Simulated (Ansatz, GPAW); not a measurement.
## One calculation of Fe, 3 ways

```
Fe
1.0
    -1.44300    1.44300    1.44300
     1.44300   -1.44300    1.44300
     1.44300    1.44300   -1.44300
Fe
1
Direct
  0.00000 0.00000 0.00000
```

Alike in all runs: task single point; functional PBE; k mesh 13 × 13 × 13; occupations gaussian, width 0.014 eV; collinear spin, ferromagnetic start; no spin-orbit coupling. Pressure is positive in compression and, in plane waves, holds the error of the finite cutoff, which Ansatz's Pulay term estimates and takes out.

```json
{"program and potentials": "Ansatz, Ansatz PAW", "plane-wave cutoff (eV)": "420", "notes": "16 valence electrons an atom on average; Pulay term of +0.09 GPa included", "pressure (GPa)": "-9.63", "net moment per atom (μB)": "2.25"}
{"program and potentials": "GPAW, GPAW PAW data sets (gpaw-data 1.2.1)", "plane-wave cutoff (eV)": "600", "notes": "8 valence electrons an atom on average", "pressure (GPa)": "-8.00", "net moment per atom (μB)": "2.25"}
{"program and potentials": "Ansatz, all-electron LAPW, scalar-relativistic", "plane-wave cutoff (eV)": "-", "notes": "-", "pressure (GPa)": "-9.81", "net moment per atom (μB)": "2.24"}
```

The pressure spans -9.81 (Ansatz, all-electron LAPW, scalar-relativistic) to -8.00 GPa (GPAW, GPAW PAW data sets (gpaw-data 1.2.1)), with all-electron results at -9.81. The net moment per atom spans 2.24 (Ansatz, all-electron LAPW, scalar-relativistic) to 2.25 μB (GPAW, GPAW PAW data sets (gpaw-data 1.2.1)), with all-electron results at 2.24. The state is the one that the start led to, which needn't be the lowest.

Differences between rows come from potentials, basis sets and numerical settings, since the functional is the same but for its coding. Runs on potential files found faulty are left out.
